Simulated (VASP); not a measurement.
# BN (P6_3/mmc) in VASP: notebook

Aim: see how the results for BN move with the level of theory and the settings. Levels: LDA, PBE-EpsX. Tasks: G0W0 quasiparticle levels, band structure.

All numbers are computed with VASP 6.6.1; they aren't measurements. Logs are shortened: lines on timing, memory, paths and dates and some standing lists are left out, and cuts for length are marked.

## Step 1: The crystal as given

Symmetry: P6_3/mmc, No. 194, hexagonal system. Conventional cell: a = 2.498 Å, b = 2.498 Å, c = 6.636 Å, α = 90.00°, β = 90.00°, γ = 120.00°. N (site symmetry -6m2) has 3 B at 1.44 Å as nearest neighbours. B (site symmetry -6m2) has 3 N at 1.44 Å as nearest neighbours.

## Step 2: G0W0 quasiparticle levels, LDA

The input, POSCAR:

```
BN
1.0
    2.4982400000      0.0000000000      0.0000000000
   -1.2491200000      2.1635393048      0.0000000000
    0.0000000000      0.0000000000      6.6357000000
N B
2 2
Direct
    0.6666666667      0.3333333333      0.2500000000
    0.3333333333      0.6666666667      0.7500000000
    0.6666666667      0.3333333333      0.7500000000
    0.3333333333      0.6666666667      0.2500000000
```

The input, INCAR.step1:

```
SYSTEM = BN
ALGO     = Fast           ! electronic algorithm
EDIFF    = 1E-8           ! SCF threshold, eV
ENCUT    = 450            ! plane-wave cutoff, eV
GGA      = CA             ! functional
ISMEAR   = 0              ! smearing method
LASPH    = .TRUE.         ! aspherical terms in the spheres
LCHARG   = .FALSE.        ! write CHGCAR
LREAL    = .FALSE.        ! projectors in reciprocal space
LWAVE    = .TRUE.         ! write WAVECAR
NELM     = 80             ! most SCF steps
PREC     = Accurate       ! precision mode
SIGMA    = 0.01           ! smearing width, eV
```

The input, INCAR.step2:

```
SYSTEM = BN
ALGO     = Exact          ! electronic algorithm
EDIFF    = 1E-8           ! SCF threshold, eV
ENCUT    = 450            ! plane-wave cutoff, eV
GGA      = CA             ! functional
ISMEAR   = 0              ! smearing method
ISTART   = 1            
LASPH    = .TRUE.         ! aspherical terms in the spheres
LCHARG   = .FALSE.        ! write CHGCAR
LOPTICS  = .TRUE.         ! frequency-dependent dielectric function
LREAL    = .FALSE.        ! projectors in reciprocal space
LWAVE    = .TRUE.         ! write WAVECAR
NBANDS   = 115            ! bands
NELM     = 1              ! most SCF steps
PREC     = Accurate       ! precision mode
SIGMA    = 0.01           ! smearing width, eV
```

The input, INCAR.step3:

```
SYSTEM = BN
ALGO     = EVGW0          ! electronic algorithm
EDIFF    = 1E-8           ! SCF threshold, eV
ENCUT    = 450            ! plane-wave cutoff, eV
ENCUTGW  = 120            ! cutoff of the response function
GGA      = CA             ! functional
ISMEAR   = 0              ! smearing method
ISTART   = 1            
LASPH    = .TRUE.         ! aspherical terms in the spheres
LCHARG   = .FALSE.        ! write CHGCAR
LREAL    = .FALSE.        ! projectors in reciprocal space
LWAVE    = .FALSE.        ! write WAVECAR
NBANDS   = 115            ! bands
NBANDSGW = 16           
NELMGW   = 1            
NOMEGA   = 50             ! frequency points
PREC     = Accurate       ! precision mode
PRECFOCK = Fast         
SIGMA    = 0.01           ! smearing width, eV
```

The input, KPOINTS:

```
k-points
0
G
  6 6 2
  0 0 0
```

Potentials or basis: VASP PAW LDA potentials, release 64 (N_GW, B_GW).

Launch:

```sh
$ cat potpaw_LDA.64/N_GW/POTCAR potpaw_LDA.64/B_GW/POTCAR > POTCAR
$ cp INCAR.step1 INCAR
$ mpirun -np 1 vasp_std > vasp.out
$ cp INCAR.step2 INCAR
$ mpirun -np 1 vasp_std > vasp.out
$ cp INCAR.step3 INCAR
$ mpirun -np 1 vasp_std > vasp.out
```

OUTCAR:

```text
SYSTEM = BN
   EDIFF = 1E-8
   ENCUT = 450
   ENCUTGW = 120
   GGA = CA
   ISMEAR = 0
   ISTART = 1
   LASPH = .TRUE.
   LREAL = .FALSE.
   NELMGW = 1
   PREC = Accurate
   PRECFOCK = Fast

 ion  position               nearest neighbor table
   1  0.667  0.333  0.250-   4 1.44   4 1.44   4 1.44
   2  0.333  0.667  0.750-   3 1.44   3 1.44   3 1.44
   3  0.667  0.333  0.750-   2 1.44   2 1.44   2 1.44
   4  0.333  0.667  0.250-   1 1.44   1 1.44   1 1.44

  LATTYP: Found a hexagonal cell.
 ALAT       =     2.4982400000
 C/A-ratio  =     2.6561499296

  Lattice vectors:

 A1 = (   2.4982400000,   0.0000000000,   0.0000000000)
 A2 = (  -1.2491200000,   2.1635393048,   0.0000000000)
 A3 = (   0.0000000000,   0.0000000000,   6.6357000000)

Analysis of symmetry for initial positions (statically):
=====================================================================
 Subroutine PRICEL returns:
 Original cell was already a primitive cell.

 Routine SETGRP: Setting up the symmetry group for a
 hexagonal supercell.

 Subroutine GETGRP returns: Found 24 space group operations
 (whereof 12 operations were pure point group operations)
 out of a pool of 24 trial point group operations.

The static configuration has the point symmetry D_3d.
 The point group associated with its full space group is D_6h.

Analysis of symmetry for dynamics (positions and initial velocities):
=====================================================================
 Subroutine PRICEL returns:
 Original cell was already a primitive cell.

 Routine SETGRP: Setting up the symmetry group for a
 hexagonal supercell.

 Subroutine GETGRP returns: Found 24 space group operations
 (whereof 12 operations were pure point group operations)
 out of a pool of 24 trial point group operations.

The dynamic configuration has the point symmetry D_3d.
 The point group associated with its full space group is D_6h.

 Subroutine INISYM returns: Found 24 space group operations
 (whereof 12 operations are pure point group operations),
 and found     1 'primitive' translations

----------------------------------------------------------------------------------------

[... 64 lines left out ...]
  0.166667  0.166667  0.500000      6.000000
  0.333333  0.166667  0.500000     12.000000
  0.333333  0.333333  0.500000      2.000000
   k-points           NKPTS =     14   k-points in BZ     NKDIM =     72   number of bands    NBANDS=    115
   number of dos      NEDOS =    301   number of ions     NIONS =      4
   total plane-waves  NPLWV =  15552
   dimension x,y,z NGX =    18 NGY =   18 NGZ =   48
   dimension x,y,z NGXF=    36 NGYF=   36 NGZF=   96
   ions per type =               2   2
   NGX,Y,Z   is equivalent  to a cutoff of  11.98, 11.98, 12.03 a.u.
   NGXF,Y,Z  is equivalent  to a cutoff of  23.96, 23.96, 24.05 a.u.
 SYSTEM =  BN
   PREC   = accura    normal or accurate (medium, high low for compatibility)
   ISTART =      1    job   : 0-new  1-cont  2-samecut
   ICHARG =      0    charge: 1-file 2-atom 10-const
   ISPIN  =      1    spin polarized calculation?
   LNONCOLLINEAR =      F non collinear calculations
   LSORBIT =      F    spin-orbit coupling
   LASPH  =      T    aspherical Exc in radial PAW
   ENCUT  =  450.0 eV  33.07 Ry    5.75 a.u.   4.32  4.32 11.48*2*pi/ulx,y,z
   NELM   =     60;   NELMIN=  2; NELMDL=  0     # of ELM steps
   EDIFF  = 0.1E-07   stopping-criterion for ELM
   LREAL  =      F    real-space projection
   EDIFFG = 0.1E-06   stopping-criterion for IOM
   NSW    =      0    number of steps for IOM
   IBRION =     -1    ionic relax: 0-MD 1-quasi-New 2-CG
   NFREE  =      0    steps in history (QN), initial steepest desc. (CG)
   ISIF   =      0    stress and relaxation
   ISYM   =      3    0-nonsym 1-usesym 2-fastsym
   POTIM  = 0.5000    time-step for ionic-motion
   TEBEG  =    0.0;   TEEND  =   0.0 temperature during run
   PSTRESS=    0.0 pullay stress
   NELECT =      16.0000    total number of electrons
   NUPDOWN=      -1.0000    fix difference up-down
   EMIN   =  10.00;   EMAX   =-10.00  energy-range for DOS
   EFERMI =   0.00;   METHOD = LEGACY
   ISMEAR =     0;   SIGMA  =   0.01  broadening in eV -4-tet -1-fermi 0-gaus
   EFERMI_NEDOS =   21; number of points for ismear=-14 and -15
   IALGO  =     38    algorithm
   IMIX   =      4    mixing-type and parameters
     AMIX     =   0.40;   BMIX     =  1.00
     AMIX_MAG =   1.60;   BMIX_MAG =  1.00
  volume/ion in A,a.u.               =       8.97        60.51
  Fermi-wavevector in a.u.,A,eV,Ry     =   1.250891  2.363842 21.289433  1.564729
  Thomas-Fermi vector in A             =   2.384864
   LORBIT       =      0    0 simple, 1 ext, 2 COOP (PROOUT), +10 PAW based schemes
   GGA     = CA    functional components
   LHFCALC =     T    Hartree Fock is set to
   PRECFOCK=fast      Normal, Fast or Accurate (Low or Medium for compatibility)
   ENCUT4O =  -1.0   cutoff for four orbital integrals eV
   NKREDX  =     1    reduce k-point grid by
   NKREDY  =     1    reduce k-point grid by
   NKREDZ  =     1    reduce k-point grid by
   AEXX    =    1.0000 exact exchange contribution
   HFSCREEN=    0.0000 screening length (either q_TF or 0.3 A-1)
   HFSCREENC=   0.0000 screening length for correlation (either q_TF or 0.3 A-1)
   ENCUTFOCK=  -1.0 apply spherical cutoff to Coloumb kernel
   IVDW    =     0    specifies the selected vdW correction
   LEPSILON=     F    determine dielectric tensor
   LRPA    =     F    only Hartree local field effects (RPA)
   LRPAFORCE           =     F    calculate RPA forces
   ENCUTGW             = 120.0    cutoff for response function in eV
   ENCUTGWSOFT         =  96.0    soft cutoff for Coulomb kernel in GW response function in eV
   ENCUTLF             =  -1.0    cutoff for local field effects
   NELMGW              =     1    number of iterations in solving QP/BSE equation
   NELMHF              =     1    number of iterations in the inner HF iteration
   NKREDLFX            =     1    NKREDLFY  =   1   NKREDLFZ  =   1
 non-spin polarized calculation
 Gauss-broadening in eV      SIGMA  =   0.01
  energy-cutoff  :      450.00
  volume of cell :       35.87
 maximum number of plane-waves:       821
 NGX is ok and might be reduce to    18
  NGX = 10; NGY = 10; NGZ = 28
   NGX =  9   NGY =  9   NGZ = 23
 maximum number of plane-waves:       114
 NGX is ok and might be reduce to    10

 QP shifts <psi_nk| G(iteration)W_0 |psi_nk>: iteration 1
 for sc-GW calculations column KS-energies equals QP-energies in previous step
 and V_xc(KS)=  KS-energies - (<T + V_ion + V_H > + <T+V_H+V_ion>^1  + <V_x>^1)

 k-point   1 :       0.0000    0.0000    0.0000
  band No.  KS-energies  QP-energies   sigma(KS)   V_xc(KS)     V^pw_x(r,r')   Z            occupation Imag(sigma)

      1     -15.3973     -17.1790     -18.2752     -15.8062     -26.4800       0.7217       2.0000       1.3020
      2     -15.0810     -16.8553     -18.5922     -16.1361     -26.7587       0.7224       2.0000       1.2300
      3      -4.1317      -5.1668     -14.0060     -12.5834     -18.1327       0.7276       2.0000       0.3945
      4      -1.9145      -2.8278     -15.8210     -14.5914     -19.4463       0.7427       2.0000       0.2166
      5       0.9001       0.1302     -19.2895     -18.3151     -22.6265       0.7900       2.0000       0.1123
      6       0.9001       0.1302     -19.2895     -18.3151     -22.6265       0.7900       2.0000       0.1123
[... 255 lines left out ...]
      2     -11.5005     -13.2430     -19.6838     -17.4539     -27.0509       0.7814       2.0000       1.0013
      3      -5.7553      -6.8326     -17.2766     -15.8129     -22.0081       0.7360       2.0000       0.3082
      4      -5.7553      -6.8326     -17.2766     -15.8129     -22.0081       0.7360       2.0000       0.3082
      5      -4.8271      -6.2327     -17.8702     -15.9798     -22.5242       0.7435       2.0000       0.2404
      6      -4.8271      -6.2327     -17.8702     -15.9798     -22.5242       0.7435       2.0000       0.2404
[... 8 lines left out ...]
     15      19.6434      21.2486     -11.3043     -13.3075      -5.8574       0.8013       0.0000      -0.3573
     16      19.6434      21.2486     -11.3043     -13.3075      -5.8574       0.8013       0.0000      -0.3573
```

OUTCAR.step1:

```text
SYSTEM = BN
   EDIFF = 1E-8
   ENCUT = 450
   GGA = CA
   ISMEAR = 0
   LASPH = .TRUE.
   LREAL = .FALSE.
   NELM = 80
[... 429 lines left out ...]
     -0.00000      1.44236      4.97677        -0.000000     -0.000000      0.000000
      1.24912      0.72118      4.97677         0.000000     -0.000000      0.000000
     -0.00000      1.44236      1.65892        -0.000000      0.000000      0.000000
 -----------------------------------------------------------------------------------
    total drift:                                0.000000     -0.000000      0.000000

  FREE ENERGIE OF THE ION-ELECTRON SYSTEM (eV)
  ---------------------------------------------------
  free  energy   TOTEN  =       -38.6128433787 eV

  energy  without entropy=      -38.6128433787  energy(sigma->0) =      -38.61284338
```

Wall time 2.6 min (1 thread of Intel Xeon Platinum 8488C (Sapphire Rapids), shared host); peak memory 0.34 GiB.

What came out:

```
Band gap on the k mesh, mean-field level : 4.09 eV, indirect (least direct gap 4.52 eV)
Quasiparticle gap                        : 5.74 eV
Least direct quasiparticle gap           : 6.22 eV
```

Caveat: the k mesh is coarse (spacing up to 0.48 Å⁻¹), so the values aren't converged; bands, screening cutoff and mesh are small and nothing is extrapolated, so the quasiparticle values aren't converged.

(Continued in part 2 of 2.)
